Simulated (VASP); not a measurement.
Input of a VASP 6.6.1 run:

Contents of POSCAR:

```
Sb
1.0
   -1.8713408863      1.8713408863      1.8713408863
    1.8713408863     -1.8713408863      1.8713408863
    1.8713408863      1.8713408863     -1.8713408863
Sb
1
Direct
    0.0000000000      0.0000000000      0.0000000000
```

The input INCAR.step1:

```
ALGO = Normal
EDIFF = 1E-5
ENCUT = 600
GGA = PE
ISMEAR = 0
LASPH = True
LCHARG = False
LREAL = False
LWAVE = True
NELM = 100
PREC = Accurate
SIGMA = 0.05
```

File INCAR.step2:

```
AEXX = 0.1
ALGO = Normal
EDIFF = 1E-6
EDIFFG = -0.02
ENCUT = 600
HFRCUT = -1
IBRION = 2
ISIF = 3
ISMEAR = 0
ISTART = 1
LASPH = True
LCHARG = False
LHFCALC = True
LMIXTAU = True
LREAL = False
LWAVE = False
METAGGA = R2SCAN
NELM = 100
NSW = 60
PREC = Accurate
PRECFOCK = Fast
SIGMA = 0.05
```

Contents of KPOINTS:

```
k-points
0
Gamma
  5 5 5
```

Potentials or basis: VASP PAW PBE potentials, release 64 (Sb).

Command:

```console
$ cat potpaw_PBE.64/Sb/POTCAR > POTCAR
$ cp INCAR.step1 INCAR
$ mpirun -np 1 vasp_std > vasp.out
$ cp INCAR.step2 INCAR
$ mpirun -np 1 vasp_std > vasp.out
```

(1) What does it give for the space group after relaxing (to 0.05 Å)?

(2) Estimate the relaxed volume.

(3) Estimate the relaxed cell.

(4) What does it give for the band gap on the k mesh?

## Answers

(1) Im-3m (No. 229).

(2) 26.42 Å³/atom.

(3) a = 3.250 Å, b = 3.250 Å, c = 3.250 Å, α = 109.47°, β = 109.47°, γ = 109.47°.

(4) none (metal or under the smearing width).

Caveat: the k mesh is coarse (spacing up to 0.47 Å⁻¹), so the values aren't converged, least of all with exact exchange; the PAW data sets were made with another functional, which shifts forces and pressure a little.
